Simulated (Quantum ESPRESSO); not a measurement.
The system is PbS (Galena).

```
CELL_PARAMETERS angstrom
0.00000 2.96575 2.96575
2.96575 0.00000 2.96575
2.96575 2.96575 0.00000
ATOMIC_POSITIONS crystal
Pb 0.00000 0.00000 0.00000
S 0.50000 0.50000 0.50000
```

Base run:

| Quantity | Value |
| --- | --- |
| Program | Quantum ESPRESSO 7.5 |
| Functional | PBEsol |
| Potentials or basis | PseudoDojo 0.4.1 SR PBEsol standard |
| Cutoff | 762 eV |
| Density cutoff | 3048 eV |
| k mesh | 8 × 8 × 8 |
| Occupations | fermi-dirac, width 0.05 eV |
| Spin | no spin polarisation |

Its results: band gap on the k mesh 0.26 eV, direct; pressure -0.8 GPa.

The run is repeated on the same cell with these changes: functional from PBEsol to LDA; potentials or basis from PseudoDojo 0.4.1 SR PBEsol standard to PseudoDojo 0.4.1 SR LDA standard. What comes out?

Band gap on the k mesh 0.24 eV, direct; pressure -2.6 GPa.

Caveats: spin-orbit coupling is left out, which as a rule narrows the gap of such compounds by several tenths of an eV.
